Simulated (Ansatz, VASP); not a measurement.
**One calculation of Cu, two programs**

INCAR

```
  ALGO = Normal
  EDIFF = 1E-6
  ENCUT = 520
  GGA = PS
  ISIF = 2
  ISMEAR = -1
  LASPH = T
  LCHARG = T
  LELF = T
  LREAL = F
  LVHAR = T
  LWAVE = F
  NBANDS = 12
  NELM = 80
  PREC = Accurate
  SIGMA = 0.03
```

File KPOINTS:

```
k-points
0
Gamma
  17 17 17
```

File POSCAR:

```
Cu
1.0
    0.0000000000      1.8194705475      1.8194705475
    1.8194705475      0.0000000000      1.8194705475
    1.8194705475      1.8194705475      0.0000000000
Cu
1
Direct
    0.0000000000      0.0000000000      0.0000000000
```

Input for Ansatz:

```yaml
crystal:
  lattice:
    - [0.0, 1.8194705475, 1.8194705475]
    - [1.8194705475, 0.0, 1.8194705475]
    - [1.8194705475, 1.8194705475, 0.0]
  atoms:
    - { symbol: Cu, position: [0.0, 0.0, 0.0] }
kpoints:
  mp_grid: { grid: [17, 17, 17] }
  band_path:
    path:
      - [0.0, 0.0, 0.0]
      - [0.5, 0.0, 0.5]
      - [0.625, 0.25, 0.625]
      - [0.375, 0.375, 0.75]
      - [0.0, 0.0, 0.0]
      - [0.5, 0.5, 0.5]
      - [0.5, 0.25, 0.75]
      - [0.5, 0.0, 0.5]
    npoints: 5
scf:
  occupations: { method: fermi_dirac, width: 0.03 }
hamiltonian:
  xc: pbesol
  pseudopotentials: { kind: all_electron, lapw: { basis_error: 0.00025 } }
output:
  forces: true
  stress: true
  eigenvalues: true
```

Change from the starting cell: volume scaled by 1.02.

Alike in both runs: task single point; functional PBEsol; k mesh 17 × 17 × 17; occupations fermi-dirac, width 0.03 eV; no spin polarisation.

|  | VASP | Ansatz |
| --- | --- | --- |
| version | VASP 6.6.1 | Ansatz 0.2.0 |
| potentials or method | VASP PAW PBE potentials, release 64 (Cu) | all-electron LAPW, scalar-relativistic |
| plane-wave cutoff (eV) | 520 | see its input |

```tsv
	VASP	Ansatz	Ansatz less VASP
pressure (GPa)	-8.5	-9.2	-0.67
```

Ansatz ran all-electron here, so the differences hold the error of VASP's frozen core and of both bases.

Caveats: the PAW data sets were made with another functional, which shifts forces and pressure a little (VASP).
